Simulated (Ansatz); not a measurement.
# H-type MoTe2 bilayer (3R stacking) in a perpendicular field

Wanted: the out-of-plane response of the H-type MoTe2 bilayer (3R stacking). A positive field points along +c.

Calculated with Ansatz 0.2.0; plane-wave DFT, r2SCAN-D4, Ansatz PAW, in the first sound run; inputs show where later runs differ.

This is a report of a sequence of runs, with most program output left out.

### Step 1. Starting point

The cell holds 6 atoms: 4 Te and 2 Mo. Cell: a = 3.550 Å, b = 3.550 Å, c = 52.648 Å, α = 90.0°, β = 90.0°, γ = 120.0°. Regions: layer 1: 2H-MoTe2, 3 atoms (2 Te and 1 Mo); layer 2: 2H-MoTe2, 3 atoms (2 Te and 1 Mo). Vacuum lies along c.

### Step 2. Relaxation

The starting cell is a guess, so the in-plane lattice and the atoms are relaxed first, with the slab cut off from its images along the normal.

Contents of input.yaml:

```yaml
crystal:
  lattice:
    - [3.55, 0.0, 0.0]
    - [-1.775, 3.0743901834, 0.0]
    - [0.0, 0.0, 52.6482052597]
  atoms:
    - { symbol: Te, position: [0.3333333333, 0.6666666667, 0.3969745958] }
    - { symbol: Mo, position: [0.0, 0.0, 0.432817248] }
    - { symbol: Te, position: [0.3333333333, 0.6666666667, 0.4686599003] }
    - { symbol: Te, position: [0.6666666667, 0.3333333333, 0.5313400997] }
    - { symbol: Mo, position: [0.3333333333, 0.6666666667, 0.567182752] }
    - { symbol: Te, position: [0.6666666667, 0.3333333333, 0.6030254042] }
  periodic: [true, true, false]
kpoints:
  mp_grid: { grid: [12, 12, 1] }
hamiltonian:
  xc: r2scan
  dispersion: d4
scf:
  occupations: { method: fermi_dirac, width: 0.05 }
  convergence: { dr2_threshold: 1.0e-09 }
relax:
  f_tol: 0.004
  max_steps: 90
  cell: {}
output:
  write_potential: true
  write_density: true
  volumetric_format: npy
```

The run is started by

```sh
$ ansatz run input.yaml --threads 4 --pin off --max-ram 12288MiB --backend cpu --events-out ev --progress --plain --runs-dir out
```

Elapsed: 5.8 min, on 4 threads of Arm Neoverse V1, shared host; peak memory 2.2 GiB; 23 min of CPU time.

Relaxation path:

```
step  energy less that of the first step (eV)  largest force component (eV/Å)  volume (Å³)
   1                                   0.0000                          1.3323       574.61
   2                                  -0.0225                          1.4887       572.03
   3                                  -0.2531                          0.1798       575.19
   4                                  -0.2588                          0.0249       574.28
   5                                  -0.2591                          0.0246       573.55
   6                                  -0.2593                          0.0103       573.94
   7                                  -0.2593                          0.0034       573.83
  8*                                  -0.2593                          0.0034       573.83
```

Relaxation steps marked * repeat the geometry before them on a plane-wave basis chosen anew for their cell, so energy and pressure can jump there.

Forces are held to the 6 operations that the run works with; a distortion that breaks them can't arise in this run.

```
cell as run  before  after  change
      a (Å)   3.550  3.548  -0.1 %
      b (Å)   3.550  3.548  -0.1 %
```

The atoms that moved most (Å, along periodic axes as changes of fractional coordinates times the final cell, across vacuum about the mean position):

```
atom     dx     dy      dz  length
 Te3  0.000  0.000  -0.142   0.142
 Te4  0.000  0.000   0.142   0.142
 Te6  0.000  0.000  -0.050   0.050
 Te1  0.000  0.000   0.049   0.049
 Mo5  0.000  0.000   0.047   0.047
 Mo2  0.000  0.000  -0.046   0.046
```

Final coordinates:

```xyz
6
Lattice="3.5476 0.0000 0.0000 -1.7738 3.0723 0.0000 0.0000 0.0000 52.6482" Properties=species:S:1:pos:R:3
Te    0.0000    2.0482   20.9492
Mo    0.0000    0.0000   22.7412
Te    0.0000    2.0482   24.5320
Te    1.7738    1.0241   28.1156
Mo    0.0000    2.0482   29.9080
Te    1.7738    1.0241   31.6986
```

The lattice constant a goes from 3.550 to 3.548 Å.

### Step 3. Single point, field 0

A sawtooth potential applies the field, turning back in the middle of the vacuum. With the dipole correction the typed value is the field outside the slab. The induced dipole is small, so the SCF threshold is tight.

The cell differs from the one that the last finished run ended in (c 52.648 → 28.749 Å).

Contents of input.yaml:

```yaml
crystal:
  lattice:
    - [3.5476124168, 0.0, 0.0]
    - [-1.7738062084, 3.0723224757, 0.0]
    - [0.0, 0.0, 28.7494211329]
  atoms:
    - { symbol: Te, position: [0.3333333333, 0.6666666667, 0.3130497814] }
    - { symbol: Mo, position: [0.0, 0.0, 0.3753804162] }
    - { symbol: Te, position: [0.3333333333, 0.6666666667, 0.4376696271] }
    - { symbol: Te, position: [0.6666666667, 0.3333333333, 0.5623218876] }
    - { symbol: Mo, position: [0.3333333333, 0.6666666667, 0.6246663856] }
    - { symbol: Te, position: [0.6666666667, 0.3333333333, 0.6869502186] }
kpoints:
  mp_grid: { grid: [18, 18, 1] }
  band_path:
    path: [[0, 0, 0], [0.5, 0, 0], [0.33333333, 0.33333333, 0], [0, 0, 0]]
    npoints: 16
hamiltonian:
  xc: r2scan
  dispersion: d4
scf:
  occupations: { method: fermi_dirac, width: 0.02585 }
  convergence: { dr2_threshold: 1.0e-10 }
efield:
  axis: 3
  dipole_correction: true
  ramp_position: 0.97
  ramp_width: 0.06
  amplitude: 0
output:
  dos: { projected: true, e_range: [-6, 5] }
  bader: true
  write_potential: true
  write_density: true
  volumetric_format: npy
  elf: true
```

The job ended after 80 s (4 threads; peak memory 1.8 GiB; 5.3 min of CPU time).

This step gave:

```
gap on the k-mesh                  : 1.100 eV
dipole along the normal            : 0.003041 e·Å
gap along the path                 : 1.100 eV
smallest direct gap along the path : 1.100 eV
step between the vacuum levels     : -0.05049 eV
ionisation energy, upper face      : 4.990 eV
electron affinity, upper face      : 3.890 eV
ionisation energy, lower face      : 5.040 eV
gap, the smaller of path and mesh  : 1.100 eV
```

Running mean over a fixed 2.5 Å (it still follows the layers) of the planar mean; the ramp of the sawtooth is left out. Table of electron's electrostatic potential energy less the Fermi level by z:

```
z (Å)  electron's electrostatic potential energy less the Fermi level (eV)
    4                                                                 4.48
    5                                                                 4.48
    6                                                                 4.41
    7                                                                 3.30
    8                                                                0.855
    9                                                                -2.72
   10                                                                -7.22
   11                                                                -8.54
   12                                                                -5.63
   13                                                                -1.14
   14                                                                0.929
   15                                                                0.835
   16                                                                -2.08
   17                                                                -6.69
   18                                                                -8.70
   19                                                                -6.37
   20                                                                -1.76
   21                                                                 1.31
   22                                                                 3.84
   23                                                                 4.40
   24                                                                 4.43
   25                                                                 4.43
```

The density of states has structure finer than the step of the table below, so its rows give means over 0.25 eV, whole bins alone (the curve runs from -6 to 2.52 eV). Peaks (eV: height): -5.260: 12.1, -5.170: 10.4, -4.150: 10.2, -4.040: 12.2, -2.200: 13.4, -1.150: 14.0, 1.250: 15.5.

Table of density of states by energy, zero at the Fermi level of the run, which the smearing sets inside the gap; means over each step:

energy (eV), density of states (states/eV a cell) and a bar:
```
    -5.75        2.7 ########
    -5.50        4.5 ##############
    -5.25        8.2 ##########################
    -5.00        3.9 ############
    -4.75        2.3 #######
    -4.50        1.7 #####
    -4.25        6.3 ####################
    -4.00        7.7 ########################
    -3.75        3.6 ###########
    -3.50        6.1 ###################
    -3.25        5.7 ##################
    -3.00        5.2 #################
    -2.75        3.4 ###########
    -2.50        5.2 ################
    -2.25        8.6 ###########################
    -2.00        7.5 ########################
    -1.75        5.8 ##################
    -1.50        4.3 ##############
    -1.25        7.7 ########################
    -1.00        6.0 ###################
    -0.75        3.2 ##########
    -0.50        0.3 #
    -0.25        0.0 
     0.00        0.0 
     0.25        0.0 
     0.50        0.2 #
     0.75        4.7 ###############
     1.00        7.2 #######################
     1.25        9.5 ##############################
     1.50        6.2 ###################
     1.75        6.4 ####################
     2.00        5.7 ##################
     2.25        3.3 ##########
```

Projected DOS per atom over height of the atomic layer and energy from the Fermi level. Layers: Te Mo Te Te Mo Te from below.

Ten even steps from '_' (0.00 states/eV) to '@' (3.03 states/eV), each cell a mean:
```
............
::++::::==::
::++..::++::
::@@....@@..
__**....##..
____________
____________
____________
__==..__--__
::**::::**::
::--::..--::
--==----==--
--==--==++==
..::....::..
::==::::==::
------::--::
--::::::::--
::::----::--
..____..__..
--::::::::::
--::----::--
............
```
Columns: height of the atomic layer (Å) from 9 to 19.7 (not evenly spaced); rows upwards: energy from the Fermi level (eV) from -5.96 to 2.5.

The electronic bands at the labelled points (eV, zero at the Fermi level of the run, which the smearing sets inside the gap):

```
  point  band 43  band 44  band 45  band 46  band 47  band 48  band 49  band 50
      Γ    -1.56    -1.56    -1.16    -0.57     2.55     2.55     2.64     2.64
halfway    -1.74    -1.62    -1.43    -1.28     0.97     1.24     1.60     1.72
      M    -1.42    -1.32    -1.09    -0.98     0.87     0.92     1.22     1.32
halfway    -2.42    -2.25    -0.84    -0.78     0.84     0.89     1.47     1.58
      K    -2.50    -2.43    -0.62    -0.56     0.54     0.58     1.41     1.45
halfway    -1.63    -1.40    -1.23    -1.19     0.75     0.99     1.33     1.37
      Γ    -1.56    -1.56    -1.16    -0.57     2.55     2.55     2.64     2.64
```

Valence density in the ca plane at fractional y = 0.667, with atoms of Te and Mo within 0.2 Å of it. It is the smooth field of the valence electrons, not physical close to the nuclei.

Ten steps, logarithmic in the rise over the least value, from '0' (0 e/Å³) to '9' (15 e/Å³), each cell a mean:
```
00000000000000000011112222221111000011233221
00000000000000000011111233211111000011233221
00000000000000000112222222222221100001222222
00000000000000001234432222223443210001122223
00000000000000001357863211235775310000111246
00000000000000012479984211247997421000011257
00000000000000002369974211237997321000011247
00000000000000001245643211234664210000112235
00000000000000000122322222222332100001222222
```
Columns run along c (16.0 Å, from fractional 0.07 to 0.62 of the cell), rows up along a (3.5 Å). Atoms in or near the plane, at fractional coordinates: Te at (0.31, 0.33), Te at (0.44, 0.33).

ELF in the ca plane at fractional y = 0.667, with atoms of Te and Mo within 0.2 Å of it. It is the smooth field of the valence electrons, not physical close to the nuclei.

Ten even steps from '0' (0.00) to '9' (0.86), each cell a mean:
```
00000000000000001234442122124443200268766664
00000000000000000112331122112321000268755664
00000000000000124566664222246666520157766653
00000000000002578875566422466556872014566533
00000000000025899852135532553124795001234337
00000000000136899730014422441002696100012258
00000000000136899730024532542003796100123248
00000000000014689864346522565346883002345435
00000000000001257776666322366667741036666642
```
Columns run along c (16.0 Å, from fractional 0.07 to 0.62 of the cell), rows up along a (3.5 Å). Atoms in or near the plane, at fractional coordinates: Te at (0.31, 0.33), Te at (0.44, 0.33).

Electrostatic potential energy in the ca plane at fractional y = 0.667, with atoms of Te and Mo within 0.2 Å of it. With pseudopotentials it is smooth inside the atoms' cores, unlike the true potential.

Ten even steps from '0' (-17 eV) to '9' (13 eV), each cell a mean:
```
88888888888888887776666533566667778776423566
88888888888888888777776433467777788776422467
88888888888888887765566544566556778776544566
88888888888888887520015666652002577877666652
88888888888888876227831566622772267887777510
88888888888888876169980577507997167887777500
88888888888888876149970577515995167887777510
88888888888888877412303666630330477877776630
88888888888888887653346655664334678877655654
```
Columns run along c (16.0 Å, from fractional 0.07 to 0.62 of the cell; values clipped at the 3rd and 97th percentile), rows up along a (3.5 Å). Atoms in or near the plane, at fractional coordinates: Te at (0.31, 0.33), Te at (0.44, 0.33).

The gap is 1.10 eV, with the valence edge 4.99 eV and the conduction edge 3.89 eV under the upper vacuum level. Spin-orbit coupling, left out in this run, matters for the bands of elements this heavy.

### Step 4. Atoms held, field 0.05 V/Å

input.yaml, as its differences from that of step 3:

```diff
@@ -28,6 +28,4 @@
   ramp_width: 0.06
-  amplitude: 0
+  amplitude: 0.05
 output:
-  dos: { projected: true, e_range: [-6, 5] }
-  bader: true
   write_potential: true
@@ -35,2 +33 @@
   volumetric_format: npy
-  elf: true
```

Elapsed: 72 s, on 4 threads; peak memory 1.7 GiB.

The dipole is 0.0407 e·Å, 0.0376 e·Å from its value without field, and the gap 1.135 eV.

### Step 5. Single point, field -0.05 V/Å

input.yaml, as its differences from that of step 4:

```diff
@@ -28,3 +28,3 @@
   ramp_width: 0.06
-  amplitude: 0.05
+  amplitude: -0.05
 output:
```

The job ended after 72 s (4 threads; peak memory 1.7 GiB).

The dipole is -0.0346 e·Å, -0.0376 e·Å from its value without field, and the gap 1.056 eV.

### Step 6. Atoms held, field 0.1 V/Å

input.yaml, as its differences from that of step 5:

```diff
@@ -26,5 +26,5 @@
   dipole_correction: true
-  ramp_position: 0.97
-  ramp_width: 0.06
-  amplitude: -0.05
+  ramp_position: 0.968
+  ramp_width: 0.064
+  amplitude: 0.1
 output:
```

Elapsed: 72 s, on 4 threads; peak memory 1.7 GiB.

The dipole is 0.0783 e·Å, 0.0753 e·Å from its value without field, and the gap 1.111 eV.

### Step 7. Atoms held, field 0.2 V/Å

input.yaml, as its differences from that of step 6:

```diff
@@ -28,3 +28,3 @@
   ramp_width: 0.064
-  amplitude: 0.1
+  amplitude: 0.2
 output:
```

It took 76 s on 4 threads; peak memory 1.8 GiB; 5 min of CPU time.

The dipole is 0.154 e·Å, 0.151 e·Å from its value without field, and the gap 1.023 eV.

### Step 8. Atoms held, field 0.3 V/Å

input.yaml, as its differences from that of step 7:

```diff
@@ -26,6 +26,8 @@
   dipole_correction: true
-  ramp_position: 0.968
-  ramp_width: 0.064
-  amplitude: 0.2
+  ramp_position: 0.9655
+  ramp_width: 0.069
+  amplitude: 0.3
 output:
+  dos: { projected: true, e_range: [-6, 5] }
+  bader: true
   write_potential: true
@@ -33 +35,2 @@
   volumetric_format: npy
+  elf: true
```

Run time: 97 s. Hardware: 4 threads; peak memory 1.8 GiB; 6.4 min of CPU time.

The dipole is 0.229 e·Å, 0.226 e·Å from its value without field, and the gap 0.936 eV.

### Step 9. Response, atoms held

This step: plane-wave DFT, r2SCAN-D4, Ansatz PAW; response to a field along the normal, atoms held (Ansatz 0.2.0).

The dipoles give the slope, and the difference of two potentials shows where the field is screened.

This step gave:

```yaml
equivalent_conductor_thickness_p_eps_0ae: 12.50 Å
distance_between_the_outer_atoms: 10.75 Å
```

Dipole of the cell against applied field:

```
applied field (V/Å)  dipole of the cell (e·Å)
             -0.050                   -0.0346
              0.000                   0.00304
              0.050                    0.0407
              0.100                    0.0783
              0.200                     0.154
              0.300                     0.229
```

Local field over the applied field, running mean. From the potentials at -0.05 and 0.05 V/Å; running mean over 2.5 Å. Table of local field over applied field by z:

```
z (Å)  local field over applied field
  4.5                           0.997
  5.0                           0.992
  5.5                           0.976
  6.0                           0.938
  6.5                           0.856
  7.0                           0.718
  7.5                           0.552
  8.0                           0.380
  8.5                           0.222
  9.0                           0.109
  9.5                          0.0576
 10.0                          0.0389
 10.5                          0.0304
 11.0                          0.0299
 11.5                          0.0356
 12.0                          0.0471
 12.5                          0.0789
 13.0                           0.145
 13.5                           0.219
 14.0                           0.266
 14.5                           0.273
 15.0                           0.245
 15.5                           0.181
 16.0                           0.106
 16.5                          0.0572
 17.0                          0.0395
 17.5                          0.0324
 18.0                          0.0290
 18.5                          0.0336
 19.0                          0.0465
 19.5                          0.0765
 20.0                           0.158
 20.5                           0.298
 21.0                           0.466
 21.5                           0.637
 22.0                           0.793
 22.5                           0.904
 23.0                           0.961
 23.5                           0.986
 24.0                           0.995
 24.5                           0.998
```

Electrons, planar mean, per unit field. Induced electron density against z:

```
z (Å)  induced electron density (e/Å³ per V/Å)
    5                                   3.7e-5
    6                                   3.1e-4
    7                                  0.00181
    8                                  0.00288
    9                                   7.6e-4
   10                                  -4.6e-4
   11                                   2.9e-4
   12                                  -2.6e-4
   13                                  -7.3e-4
   14                                 -0.00134
   15                                  0.00183
   16                                   7.4e-4
   17                                  -7.7e-5
   18                                  -5.5e-5
   19                                  -6.7e-5
   20                                  -8.9e-4
   21                                 -0.00334
   22                                 -0.00124
   23                                  -1.8e-4
   24                                  -2.1e-5
```

The smaller of the gaps on the path and on the k-mesh, counted as 0 under 0.03 eV. The gap by applied field:

```
applied field (V/Å)  gap (eV)
             -0.050      1.06
              0.000       1.1
              0.050      1.14
              0.100      1.11
              0.200      1.02
              0.300     0.936
```

By hand: between -0.05 and 0.05 V/Å the dipole changes by 0.07529 e·Å, a slope of 0.7529 e·Å²/V. A perfect conductor of thickness t has p = ε₀AEt, so t = 180.95 × 0.7529 / 10.899 = 12.50 Å (e/ε₀ = 180.95 V·Å, A in Å²).

The induced dipole is that of a conductor 12.50 Å thick.

(Part 1 of 2 ends here.)

[Logs are printed without paths, hosts, clocks, repeated set-up lines and the standing remarks that a program may print on its own settings, such as how far it seeks lower states.]

[Hosts, paths, dates, database ids (printed as entryN), source tags and the programs' standing remarks are cut or masked in the printed files.]

[Maps of the electrostatic potential energy from Ansatz leave out the sawtooth potential of an applied field or a dipole correction, so their vacuum need not be flat; planar profiles and work functions include it.]

[The density of states shown here was stored with 400 of the rows of the run's finer table, so its peaks can read low, often by over a quarter, or be missed, and its means over a window can be off by a tenth or more.]
